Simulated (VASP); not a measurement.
**A VASP 6.6.1 single-point calculation on PbS**

INCAR

```
NELMIN = 8
ISIF = 2
GGA = PE
LASPH = .TRUE.
NELM = 77
IBRION = -1
PREC = Accurate
NSW = 0
EDIFF = 1E-7
NBANDS = 34
LCHARG = .FALSE.
ISMEAR = -1
LREAL = .FALSE.
ENCUT = 520
SIGMA = 0.02
LWAVE = .FALSE.
```

KPOINTS

```
KPOINTS created by Atomic Simulation Environment
0
Gamma
8 8 8
0 0 0
```

POSCAR

```
Pb S
 1.0000000000000000
     0.0000000000000000    2.8976156958999999    3.0101436214000001
     2.8976156958999999    0.0000000000000000    3.0101436214000001
     2.8976156958999999    2.8976156958999999    0.0000000000000000
 Pb  S
   1   1
Cartesian
  0.0000000000000000  0.0000000000000000  0.0000000000000000
  2.8976156958999999  2.8976156958999999  3.0101436214000001
```

The recommended PBE PAW datasets give the neutral cell 20 valence electrons.

Command

```
mpirun -np 1 vasp_std
```

OSZICAR

```
N       E                     dE             d eps       ncg     rms          rms(c)
DAV:   1     0.188138344918E+03    0.18814E+03   -0.79763E+03  4184   0.630E+02
DAV:   2     0.108872580572E+02   -0.17725E+03   -0.16014E+03  4276   0.215E+02
DAV:   3    -0.858654443914E+01   -0.19474E+02   -0.19091E+02  4834   0.657E+01
DAV:   4    -0.914926753563E+01   -0.56272E+00   -0.56171E+00  4876   0.108E+01
DAV:   5    -0.916119140822E+01   -0.11924E-01   -0.11922E-01  5184   0.168E+00    0.494E+00
DAV:   6    -0.870043650572E+01    0.46075E+00   -0.76182E-01  6580   0.401E+00    0.355E+00
DAV:   7    -0.869806165928E+01    0.23748E-02   -0.97506E-02  5204   0.950E-01    0.190E+00
DAV:   8    -0.870079675690E+01   -0.27351E-02   -0.87956E-03  4814   0.525E-01    0.107E-01
DAV:   9    -0.870086553699E+01   -0.68780E-04   -0.10509E-03  6060   0.153E-01    0.107E-01
DAV:  10    -0.870100784344E+01   -0.14231E-03   -0.20443E-04  4634   0.500E-02    0.682E-02
DAV:  11    -0.870101622892E+01   -0.83855E-05   -0.25588E-05  5006   0.320E-02    0.270E-02
DAV:  12    -0.870101674049E+01   -0.51156E-06   -0.99940E-07  4770   0.464E-03    0.149E-03
DAV:  13    -0.870101674294E+01   -0.24543E-08   -0.50700E-08  4606   0.112E-03
   1 F= -.87010167E+01 E0= -.87010047E+01  d E =-.241290E-04
```

Standard output (part)

```
POSCAR found type information on POSCAR PbS
 POSCAR found :  2 types and       2 ions
 LDA part: xc-table for (Slater+PW92), standard interpolation
 POSCAR, INCAR and KPOINTS ok, starting setup
 WAVECAR not read
 entering main loop
```

From OUTCAR

```
k-points           NKPTS =     59   k-points in BZ     NKDIM =     59   number of bands    NBANDS=     34

   NELECT =      20.0000    total number of electrons

   dimension x,y,z NGX =    32 NGY =   32 NGZ =   30
   dimension x,y,z NGXF=    64 NGYF=   64 NGZF=   60

  energy-cutoff  :      520.00
  volume of cell :       50.55
      direct lattice vectors                 reciprocal lattice vectors
     0.000000000  2.897615696  3.010143621    -0.172555664  0.172555664  0.166105031
     2.897615696  0.000000000  3.010143621     0.172555664 -0.172555664  0.166105031
     2.897615696  2.897615696  0.000000000     0.172555664  0.172555664 -0.166105031

 k-points in reciprocal lattice and weights: KPOINTS created by Atomic Simulation Env
   0.00000000  0.00000000  0.00000000       0.002
   0.12500000  0.00000000  0.00000000       0.016
   0.25000000  0.00000000  0.00000000       0.016
   0.37500000  0.00000000  0.00000000       0.016
   0.50000000  0.00000000  0.00000000       0.008
   0.12500000  0.12500000  0.00000000       0.004
   0.25000000  0.12500000  0.00000000       0.016
   0.37500000  0.12500000  0.00000000       0.016
   ...

 E-fermi :   6.4170

 k-point     1 :       0.0000    0.0000    0.0000
  band No.  band energies     occupation
      1     -10.6341      2.00000
      2     -10.6341      2.00000
      3     -10.6336      2.00000
      4     -10.6267      2.00000
      5     -10.6032      2.00000
      6      -7.6486      2.00000
      7       0.2833      2.00000
      8       3.8070      2.00000
      9       3.8070      2.00000
     10       4.1056      2.00000
     11      10.9921      0.00000
     12      11.8600      0.00000
     13      11.8600      0.00000
     14      12.7447      0.00000
     15      12.9798      0.00000
     16      12.9798      0.00000
     17      14.7466      0.00000
     18      14.8173      0.00000
     19      15.6411      0.00000
     20      16.1103      0.00000
     21      26.0111      0.00000
     22      26.8803      0.00000
     23      26.8803      0.00000
     24      28.0514      0.00000
     25      28.0514      0.00000
     26      28.5346      0.00000
     27      28.8436      0.00000
     28      29.1646      0.00000
     29      29.1646      0.00000
     30      30.1986      0.00000
     31      30.4344      0.00000
     32      35.5486      0.00000
     33      37.6804      0.00000
     34      37.7054      0.00000

 ...

  Total        1.9879533      1.9879533      0.2854466      0.0000000      0.0000000      0.0000000
  in kB       63.0112319     63.0112319      9.0476680      0.0000000      0.0000000      0.0000000
  external PRESSURE =      45.0233772 kB  Pullay stress =       0.0000000 kB

 POSITION                                       TOTAL-FORCE (eV/Angst)
 -----------------------------------------------------------------------------------
      0.00000      0.00000      0.00000        -0.000000     -0.000000      0.000000
      2.89762      2.89762      3.01014         0.000000      0.000000     -0.000000
 -----------------------------------------------------------------------------------
    total drift:                                0.000000     -0.000000     -0.000000

  FREE ENERGIE OF THE ION-ELECTRON SYSTEM (eV)
  ---------------------------------------------------
  free  energy   TOTEN  =        -8.7010167429 eV

  energy  without entropy=       -8.7009926139  energy(sigma->0) =       -8.70100468
```

It converged. Results: gap between bands v and c on the k mesh 0.20 eV; least direct gap on the k mesh 0.20 eV; pressure 4.5 GPa. Band v is the last that the valence electrons fill when counted band by band, and c is the next.

For comparison, a separate PBE run of the intended cell, on usual settings and not on those above, gives a gap of 0.20 eV on its mesh and a pressure of 4.5 GPa.

The run above took about 60 s on one core of a shared host (Intel Xeon Platinum 8488C) and held 0.23 GiB at most.
